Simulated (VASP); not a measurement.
Wanted: the native input for a VASP 6.6.1 run.

```
Task                   : relaxation of cell and atoms
Functional             : revPBE
Potentials or basis    : VASP PAW PBE potentials, release 64 (Co, O)
Cutoff                 : 600 eV
k mesh                 : 8 × 8 × 7
Occupations            : fermi-dirac, width 0.05 eV
Spin                   : collinear spin, ferromagnetic start
Starting moments       : [2.0, 0.0] μB
Further INCAR settings : ALGO = Normal; EDIFF = 1e-06; IBRION = 2; EDIFFG = -0.02; NSW = 60; ISIF = 3
```

The structure of CoO lies in POSCAR:

```
CoO
1.0
    2.8284500000      0.0000000000      0.0000000000
   -1.4142300000      2.4495100000      0.0000000000
    0.0000000000      0.0000000000      2.7217200000
Co O
1 1
Direct
    0.0000000000      0.0000000000      0.5000000000
    0.6666700000      0.3333300000      0.0000000000
```

The cell was built by a generator and needn't be a form met in nature.

These files were run (other wordings do the same):

INCAR

```
PREC = Accurate
ENCUT = 600
EDIFF = 1E-6
ISMEAR = -1
SIGMA = 0.05
LREAL = F
LASPH = T
NELM = 150
ALGO = Normal
ISIF = 3
LWAVE = F
LCHARG = F
ISPIN = 2
MAGMOM = 2 0
LORBIT = 11
LMAXMIX = 4
GGA = RE
IBRION = 2
NSW = 60
EDIFFG = -0.02
```

KPOINTS

```
regular mesh
0
Gamma
  8 8 7
```

Potentials or basis: VASP PAW PBE potentials, release 64 (Co, O).

The run is started by

```sh
$ cat potpaw_PBE.64/Co/POTCAR potpaw_PBE.64/O/POTCAR > POTCAR
$ mpirun -np 1 vasp_std > vasp.out
```

It gave:

```
Relaxed volume                                        : 9.65 Å³/atom
Relaxed cell                                          : a = 2.858 Å, b = 2.858 Å, c = 2.730 Å, α = 90.00°, β = 90.00°, γ = 120.00°
Space group after relaxing (to 0.05 Å)                : P-6m2 (No. 187)
Energy gained by relaxing                             : 2.8 meV/atom
Ionic steps                                           : 6
Pressure after relaxing                               : 0.0 GPa
Band gap on the k mesh                                : none (metal or under the smearing width)
Net moment                                            : 3.00 μB per cell
Site moments                                          : Co +2.56; O +0.40 μB
Valence electrons inside the program's atomic spheres : Co 7.80; O 4.97
```

Caveat: the PAW data sets were made with another functional, which shifts forces and pressure a little; a cell with one magnetic atom can't hold antiferromagnetic order, which such compounds often take; semilocal functionals often make such compounds metallic where correlation or magnetic order opens a gap, which also shifts bond lengths.

Run time: 93 s on 1 thread of Intel(R) Xeon(R) Platinum 8488C (Sapphire Rapids), with other jobs on the host, peak memory 0.18 GiB.
